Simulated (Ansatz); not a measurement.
# GaSb: a line through an energy map

An exercise on one series of results from a longer session: the logs are not shown, and one member is left open.

Method: DFT PBE, scalar-relativistic, plane waves, PAW, in Ansatz 0.2.0.

20 further runs of the same task are left out: 20 set aside as unsound or not needed. Runs told in other sessions of the task aren't counted.

### Starting point

Symmetry: Immm, No. 71, orthorhombic system. Conventional cell: a = 3.212 Å, b = 5.190 Å, c = 5.766 Å, α = 90.00°, β = 90.00°, γ = 90.00°. Ga (site symmetry mmm) has 6 Sb at 2.88 to 3.05 Å and 2 Ga at 3.21 Å in its first shell of neighbours. Around Sb (site symmetry mmm) lie 6 Ga at 2.88 to 3.05 Å and 2 Sb at 3.21 Å.

Coordinates:

```cif
data_structure
_symmetry_space_group_name_H-M 'P 1'
_symmetry_Int_Tables_number 1
_cell_length_a 4.1980
_cell_length_b 4.1980
_cell_length_c 4.1980
_cell_angle_alpha 135.020
_cell_angle_beta 103.645
_cell_angle_gamma 93.253
_cell_volume 48.05
loop_
_atom_site_label
_atom_site_type_symbol
_atom_site_fract_x
_atom_site_fract_y
_atom_site_fract_z
_atom_site_occupancy
Ga1 Ga 0.00000 0.00000 0.00000 1
Sb1 Sb 0.50000 0.50000 0.00000 1
```

It goes back to an entry of the Materials Project, which need not be the stable form.

This cell was relaxed beforehand with the same method: volume 24.02 Å³/atom, gap on the mesh none (metal).

### The scan

The energy is mapped over volume and the cell's shape.

The axes are (1) volume per atom: 7 values from 20.18 to 27.87 Å³; (2) stretch along a over the lengths across it, relative to the relaxed cell: 7 values from 0.923 to 1.083.

Nothing else is relaxed (symmetry fixes all fractional coordinates). Energies count from the relaxed crystal. Points are written as (first, second).

Set-up of the first run:

The input, input.yaml:

```yaml
crystal:
  lattice:
    - [-1.5701065075, 2.4050419382, 2.6721505284]
    - [1.5701065075, -2.4050419382, 2.6721505284]
    - [1.5701065075, 2.4050419382, -2.6721505284]
  atoms:
    - { symbol: Ga, position: [0.0, 0.0, 0.0] }
    - { symbol: Sb, position: [0.5, 0.5, 0.0] }
basis:
  ecutwfc: 420
kpoints:
  mp_grid: { grid: [18, 18, 18] }
hamiltonian:
  xc: pbe
  pseudopotentials: { kind: paw, azcp: { folder: soft_1 } }
scf:
  occupations: { method: gaussian, width: 0.15 }
output:
  forces: true
  stress: true
  eigenvalues: true
```

Command:

```console
ansatz run input.yaml --threads 2 --pin off --max-ram 4096MiB --backend cpu --events-out ev --progress --plain --runs-dir out
```

Steps of the session up to this table: The run at (20.18 Å³, 1.055); Grid point (22.74 Å³, 1.055); The run at (24.02 Å³, 1.055); The run at (25.31 Å³, 1.055); Point (26.59 Å³, 1.055); Point (27.87 Å³, 1.055).

One table of the session follows, with a row left open; its other results are not shown here.

```
volume per atom (Å³)  energy (meV/atom)  slope (meV/atom per Å³)  pressure (GPa)
               20.18                152                      −88            14.2
               21.46                  ?                        ?               ?
               22.74                 20                      −22             3.5
               24.02                  6                       −1             0.2
               25.31                 15                       14            −2.3
               26.59                 40                       25            −4.1
               27.87                 78                       33            −5.4
```

Estimate the missing values for volume per atom (Å³) = 21.46.

Worked estimate for «energy (meV/atom)». A straight line through the neighbours (20.18, 152) and (22.74, 20) gives 152 + (20 − 152) × (21.46 − 20.18) / (22.74 − 20.18) = 86; a parabola fitted to 3 rows on both sides gives 69.

The run gave: energy (meV/atom): 65; slope (meV/atom per Å³): −50; pressure (GPa): 8.0. In «energy (meV/atom)» the line misses by +21 and the parabola by +4.

Energies count from the relaxed crystal. Rows without a step come from runs not printed here or follow by symmetry.

Of the points computed the energy is lowest at 24.02 Å³, 6 meV/atom from the zero. V·d²E/dV² there is about 52 GPa, a bulk modulus under this line's constraint. The well is lopsided: two grid steps out, the energy rises by 59 meV/atom towards smaller values and 35 meV/atom towards larger ones. The highest point computed, at 20.18 Å³, lies 147 meV/atom above the lowest.
